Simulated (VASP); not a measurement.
Runs of VASP 6.6.1 on CuAu. The structure is tetragonal, space group P4/mmm (No. 123). The conventional cell has a = 2.811 Å, b = 2.811 Å, c = 3.685 Å, α = 90.00°, β = 90.00°, γ = 90.00°. Around Au (site symmetry 4/mmm) lie 8 Cu at 2.71 Å and 4 Au at 2.81 Å. Around Cu (site symmetry 4/mmm) lie 8 Au at 2.71 Å and 4 Cu at 2.81 Å. 

```csv
task,level,potentials or basis,cell,k mesh,cutoff (eV),smearing,ladder,grid for exact exchange (PRECFOCK),exchange at q = 0,by perturbation theory,mesh quality,gap on the mesh (eV),pressure (GPa),V0 of scaled cells (Å³/atom),relaxed volume (Å³/atom),B0 (GPa)
electron localisation function,vdW-DF-cx,"VASP PAW PBE potentials, release 54 (Au, Cu)",as given,9 × 9 × 7,520,methfessel-paxton 0.2 eV,-,-,-,-,not flagged,none,-2.1,-,-,-
relaxation of cell and atoms,r2SCAN,"VASP PAW PBE potentials, release 64 (Au, Cu)",relaxed,8 × 8 × 6,600,fermi-dirac 0.05 eV,gaps,-,-,-,not flagged,none,0.0,-,14.60,-
single point,RPBE,"VASP PAW PBE potentials, release 64 (Au, Cu_pv)",as given,9 × 9 × 7,520,gaussian 0.05 eV,-,-,-,-,not flagged,none,7.7,-,-,-
equation of state,PBE,"VASP PAW PBE potentials, release 64 (Au, Cu)",as given,9 × 9 × 7,520,fermi-dirac 0.05 eV,-,-,-,-,not flagged,-,-,15.00,-,141
band structure,RPBE+D3,"VASP PAW PBE potentials, release 64 (Au, Cu)",as given,9 × 9 × 7,520,methfessel-paxton 0.1 eV,-,-,-,-,not flagged,-,6.0,-,-,-
equation of state,PBEsol,"VASP PAW PBE potentials, release 64 (Au, Cu)",as given,9 × 9 × 7,520,fermi-dirac 0.05 eV,free,-,-,-,not flagged,-,-,(a),-,173
single point,r2SCANh,"VASP PAW PBE potentials, release 64 (Au, Cu)",as given,5 × 5 × 4,520,fermi-dirac 0.02 eV,-,Fast,truncated,-,coarse,none,-0.6,-,-,-
relaxation of cell and atoms,PBE+D3(BJ),"VASP PAW PBE potentials, release 64 (Au, Cu)",relaxed,8 × 8 × 6,600,fermi-dirac 0.05 eV,gaps,-,-,-,not flagged,none,-0.1,-,14.37,-
single point,PBE,"VASP PAW PBE potentials, release 64 (Au, Cu)",as given,9 × 9 × 7,520,fermi-dirac 0.05 eV,-,-,-,-,not flagged,none,4.5,-,-,-
single point,PBEsol,"VASP PAW PBE potentials, release 64 (Au, Cu)",as given,9 × 9 × 7,520,fermi-dirac 0.05 eV,free,-,-,-,not flagged,none,(b),-,-,-
single point,PBE,"VASP PAW PBE potentials, release 64 (Au_GW, Cu_GW)",as given,9 × 9 × 7,550,gaussian 0.02 eV,-,-,-,-,not flagged,none,3.6,-,-,-
```

Alike in all rows: no spin polarisation.

Problem. Estimate the missing entries.

Solution. (a) 14.22; (b) -3.9.

Caveats: some runs use coarse meshes; the PAW data sets were made with another functional, which shifts forces and pressure a little (some runs); the cell was scaled at fixed shape and fractional positions, which overstates the stiffness of a crystal with free parameters, most of all of layers and chains (some runs); pairwise dispersion overbinds metals, which lowers pressure and volume (some runs).

A k mesh can miss the band edges, and the runs leave out spin-orbit coupling on Au.

A gap of «none» marks a metal or a gap under the smearing width.

Not every run made on this cell is shown here.
